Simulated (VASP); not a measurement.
# CO in VASP: reference runs

Reference runs on CO: the cell as given.

Everything below comes from runs of VASP 6.6.1. Logs are shortened: lines on timing, memory, paths and dates and some standing lists are left out, and cuts for length are marked.

**1. The structure**

The cell holds a molecule in a box, 2 atoms: a = 10.000 Å, b = 10.000 Å, c = 10.000 Å, α = 90.00°, β = 90.00°, γ = 90.00°.

**2. Single point, PBE**

INCAR

```
ALGO = Normal
EDIFF = 1E-7
ENCUT = 520
GGA = PE
ISIF = 2
ISMEAR = 0
LASPH = True
LCHARG = False
LREAL = False
LWAVE = False
NBANDS = 12
NELM = 100
PREC = Accurate
SIGMA = 0.01
```

KPOINTS

```
k-points
0
Gamma
  1 1 1
```

POSCAR

```
CO
1.0
   10.0000000000      0.0000000000      0.0000000000
    0.0000000000     10.0000000000      0.0000000000
    0.0000000000      0.0000000000     10.0000000000
C O
1 1
Direct
    0.5492900000      0.4865900000      0.5281200000
    0.4533100000      0.5176100000      0.4786800000
```

Potentials or basis: VASP PAW PBE potentials, release 64 (C, O).

Command:

```bash
$ cat potpaw_PBE.64/C/POTCAR potpaw_PBE.64/O/POTCAR > POTCAR
$ mpirun -np 1 vasp_gam > vasp.out
```

OUTCAR:

```text
EDIFF = 1E-7
   ENCUT = 520
   GGA = PE
   ISIF = 2
   ISMEAR = 0
   LASPH = True
   LREAL = False
   NELM = 100
   PREC = Accurate

 ion  position               nearest neighbor table
   1  0.549  0.487  0.528-   2 1.12
   2  0.453  0.518  0.479-   1 1.12

  LATTYP: Found a simple cubic cell.
 ALAT       =    10.0000000000

  Lattice vectors:

 A1 = (  10.0000000000,   0.0000000000,   0.0000000000)
 A2 = (   0.0000000000,  10.0000000000,   0.0000000000)
 A3 = (   0.0000000000,   0.0000000000,  10.0000000000)

Analysis of symmetry for initial positions (statically):
=====================================================================
 Subroutine PRICEL returns:
 Original cell was already a primitive cell.

 Routine SETGRP: Setting up the symmetry group for a
 simple cubic supercell.

 Subroutine GETGRP returns: Found  1 space group operations
 (whereof  1 operations were pure point group operations)
 out of a pool of 48 trial point group operations.

The static configuration has the point symmetry C_1 .

Analysis of symmetry for dynamics (positions and initial velocities):
=====================================================================
 Subroutine PRICEL returns:
 Original cell was already a primitive cell.

 Routine SETGRP: Setting up the symmetry group for a
 simple cubic supercell.

 Subroutine GETGRP returns: Found  1 space group operations
 (whereof  1 operations were pure point group operations)
 out of a pool of 48 trial point group operations.

The dynamic configuration has the point symmetry C_1 .

 Subroutine INISYM returns: Found  1 space group operations
 (whereof  1 operations are pure point group operations),
 and found     1 'primitive' translations

----------------------------------------------------------------------------------------

                                     Primitive cell

  volume of cell :    1000.0000

  direct lattice vectors                    reciprocal lattice vectors
    10.000000000  0.000000000  0.000000000     0.100000000  0.000000000  0.000000000
     0.000000000 10.000000000  0.000000000     0.000000000  0.100000000  0.000000000
     0.000000000  0.000000000 10.000000000     0.000000000  0.000000000  0.100000000

  length of vectors
    10.000000000 10.000000000 10.000000000     0.100000000  0.100000000  0.100000000
[... 54 lines left out ...]
   LASPH  =      T    aspherical Exc in radial PAW
   ENCUT  =  520.0 eV  38.22 Ry    6.18 a.u.  18.59 18.59 18.59*2*pi/ulx,y,z
   NELM   =    100;   NELMIN=  2; NELMDL= -5     # of ELM steps
   EDIFF  = 0.1E-06   stopping-criterion for ELM
   LREAL  =      F    real-space projection
   EDIFFG = 0.1E-05   stopping-criterion for IOM
   NSW    =      0    number of steps for IOM
   IBRION =     -1    ionic relax: 0-MD 1-quasi-New 2-CG
   NFREE  =      0    steps in history (QN), initial steepest desc. (CG)
   ISIF   =      2    stress and relaxation
   ISYM   =      2    0-nonsym 1-usesym 2-fastsym
   POTIM  = 0.5000    time-step for ionic-motion
   TEBEG  =    0.0;   TEEND  =   0.0 temperature during run
   PSTRESS=    0.0 pullay stress
   NELECT =      10.0000    total number of electrons
   NUPDOWN=      -1.0000    fix difference up-down
   EMIN   =  10.00;   EMAX   =-10.00  energy-range for DOS
   EFERMI =   0.00;   METHOD = LEGACY
   ISMEAR =     0;   SIGMA  =   0.01  broadening in eV -4-tet -1-fermi 0-gaus
   EFERMI_NEDOS =   21; number of points for ismear=-14 and -15
   IALGO  =     38    algorithm
   IMIX   =      4    mixing-type and parameters
     AMIX     =   0.40;   BMIX     =  1.00
     AMIX_MAG =   1.60;   BMIX_MAG =  1.00
  volume/ion in A,a.u.               =     500.00      3374.17
  Fermi-wavevector in a.u.,A,eV,Ry     =   0.352702  0.666511  1.692549  0.124399
  Thomas-Fermi vector in A             =   1.266362
   LORBIT       =      0    0 simple, 1 ext, 2 COOP (PROOUT), +10 PAW based schemes
   GGA     = PE    functional components
   LHFCALC =     F    Hartree Fock is set to
   AEXX    =    0.0000 exact exchange contribution
   IVDW    =     0    specifies the selected vdW correction
   LEPSILON=     F    determine dielectric tensor
   LRPA    =     F    only Hartree local field effects (RPA)
 non-spin polarized calculation
 Gauss-broadening in eV      SIGMA  =   0.01
  energy-cutoff  :      520.00
  volume of cell :     1000.00
 maximum number of plane-waves:     13481
 NGX is ok and might be reduce to    80
   NGX = 37   NGY = 37   NGZ = 37

 number of electron      10.0000001 magnetization

 Free energy of the ion-electron system (eV)
  ---------------------------------------------------
  ext. energy  EPLUGINS =         0.00000000
  ---------------------------------------------------
  free energy    TOTEN  =       -14.76825583 eV

  energy without entropy =      -14.76825583  energy(sigma->0) =      -14.76825583

 E-fermi :  -8.8082     XC(G=0):  -0.6271

 val. band max:       -8.8779810947   @ k =   0.0000   0.0000   0.0000
 cond. band min:      -1.8192812510   @ k =   0.0000   0.0000   0.0000
 fundamental gap:      7.0586998437
 Fermi energy:        -8.8082174286

 k-point     1 :       0.0000    0.0000    0.0000
  band No.  band energies     occupation
      1     -29.4077      2.00000
      2     -13.8968      2.00000
      3     -11.7720      2.00000
      4     -11.7719      2.00000
      5      -8.8780      2.00000
      6      -1.8193      0.00000
      7      -1.8182      0.00000
      8      -0.1979      0.00000
      9       1.0677      0.00000
     10       1.1870      0.00000
     11       1.1935      0.00000
     12       1.3569      0.00000

------------------------ aborting loop because EDIFF is reached ----------------------------------------

  FORCE on cell =-STRESS in cart. coord.  units (eV):
  Direction    XX          YY          ZZ          XY          YZ          ZX
  --------------------------------------------------------------------------------------
  -------------------------------------------------------------------------------------
  Total        1.9420587      0.1684523      0.4868470     -0.6407219     -0.3302007      1.0212577
  in kB        3.1115224      0.2698905      0.7800152     -1.0265500     -0.5290400      1.6362359
  external PRESSURE =       1.3871427 kB  Pullay stress =       0.0000000 kB

 VOLUME and BASIS-vectors are now :
 -----------------------------------------------------------------------------
  energy-cutoff  :      520.00
  volume of cell :     1000.00
      direct lattice vectors                 reciprocal lattice vectors
    10.000000000  0.000000000  0.000000000     0.100000000  0.000000000  0.000000000
     0.000000000 10.000000000  0.000000000     0.000000000  0.100000000  0.000000000
     0.000000000  0.000000000 10.000000000     0.000000000  0.000000000  0.100000000

 POSITION                                       TOTAL-FORCE (eV/Angst)
 -----------------------------------------------------------------------------------
      5.49290      4.86590      5.28120         2.078511     -0.671804      1.071124
      4.53310      5.17610      4.78680        -2.078511      0.671804     -1.071124
 -----------------------------------------------------------------------------------
    total drift:                                0.000368     -0.000443     -0.000163

  FREE ENERGIE OF THE ION-ELECTRON SYSTEM (eV)
  ---------------------------------------------------
  free  energy   TOTEN  =       -14.7682558252 eV

  energy  without entropy=      -14.7682558252  energy(sigma->0) =      -14.76825583
```

OSZICAR:

```text
N       E                     dE             d eps       ncg     rms          rms(c)
DAV:   1     0.119885974867E+03    0.11989E+03   -0.22628E+03    24   0.457E+02
DAV:   2     0.193512776787E+02   -0.10053E+03   -0.98764E+02    44   0.712E+01
DAV:   3    -0.143922765435E+02   -0.33744E+02   -0.33705E+02    36   0.809E+01
[... 13 lines left out ...]
DAV:  17    -0.147682488994E+02   -0.23624E-04   -0.11678E-06    32   0.416E-03    0.681E-04
DAV:  18    -0.147682540935E+02   -0.51941E-05   -0.19023E-07    32   0.167E-03    0.262E-04
DAV:  19    -0.147682553030E+02   -0.12095E-05   -0.28085E-08    32   0.635E-04    0.813E-05
DAV:  20    -0.147682557352E+02   -0.43217E-06   -0.14089E-08    32   0.435E-04    0.840E-05
DAV:  21    -0.147682558252E+02   -0.90027E-07   -0.13918E-09    24   0.188E-04
   1 F= -.14768256E+02 E0= -.14768256E+02  d E =-.411573E-23
```

Wall time 36 s (1 thread of AMD EPYC 9R45 (Zen 5), shared host); peak memory 0.84 GiB.

Results:

```
Free energy                     : -14.7683 eV
Largest force                   : 2.433 eV/Å
Gap between the frontier levels : 7.06 eV
```

Forces on the atoms (eV/Å):
```
C    2.079 -0.672  1.071
O   -2.079  0.672 -1.071
```

Levels at points of the mesh, in eV from the valence-band top:
```
           k point  band 2  band 3  band 4  band 5  band 6  band 7  band 8  band 9
(0.00, 0.00, 0.00)   -5.02   -2.89   -2.89    0.00    7.06    7.06    8.68    9.95
```

Caveat: the standard files for N, O and F lose accuracy on very short bonds.
